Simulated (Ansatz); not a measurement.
# Si (Si, bcc): the cost of one run

Program: Ansatz 0.2.0. Level of theory: DFT r2SCAN, plane waves (500 eV) with PAW, scalar-relativistic; PBE-made PAW files. These are calculated values, not measurements.

### Step 1. Starting point

Symmetry: Im-3m, No. 229, cubic system. Conventional cell: a = 3.108 Å, b = 3.108 Å, c = 3.108 Å, α = 90.00°, β = 90.00°, γ = 90.00°. Si (site symmetry m-3m) has 8 Si at 2.69 Å as nearest neighbours.

Coordinates:

```cif
data_structure
_symmetry_space_group_name_H-M 'P 1'
_symmetry_Int_Tables_number 1
_cell_length_a 2.6919
_cell_length_b 2.6919
_cell_length_c 2.6919
_cell_angle_alpha 109.471
_cell_angle_beta 109.471
_cell_angle_gamma 109.471
_cell_volume 15.02
loop_
_atom_site_label
_atom_site_type_symbol
_atom_site_fract_x
_atom_site_fract_y
_atom_site_fract_z
_atom_site_occupancy
Si1 Si 0.00000 0.00000 0.00000 1
```

### Step 2. Relaxing cell and atoms

The input, input.yaml:

```yaml
crystal:
  lattice:
    - [-1.5541499093, 1.5541499093, 1.5541499093]
    - [1.5541499093, -1.5541499093, 1.5541499093]
    - [1.5541499093, 1.5541499093, -1.5541499093]
  atoms:
    - { symbol: Si, position: [0.0, 0.0, 0.0] }
hamiltonian:
  xc: r2scan
  pseudopotentials:
    kind: paw
    azcp:
      Si: "pseudopotentials/Si.paw.azcp"
basis:
  ecutwfc: 500
  fft_grid_basis: typed
kpoints:
  mp_grid: { grid: [14, 14, 14], shift: [0, 0, 0] }
magnetization:
  spin_polarized: false
scf:
  occupations: { method: fermi_dirac, width: 0.1 }
relax:
  max_steps: 60
  f_tol: 0.01
  cell: {}
```

Started as:

```
$ ansatz run input.yaml --threads 1 --pin off --max-ram 3584MiB --backend cpu --events-out ev --progress --plain --runs-dir out
```

**Question.** How long does this run take on 1 thread of Intel Xeon Platinum 8259CL at 2.50GHz (Skylake/Cascade Lake), shared host, and how much memory does it need?

About 10 s, with a peak of 0.5 GiB.
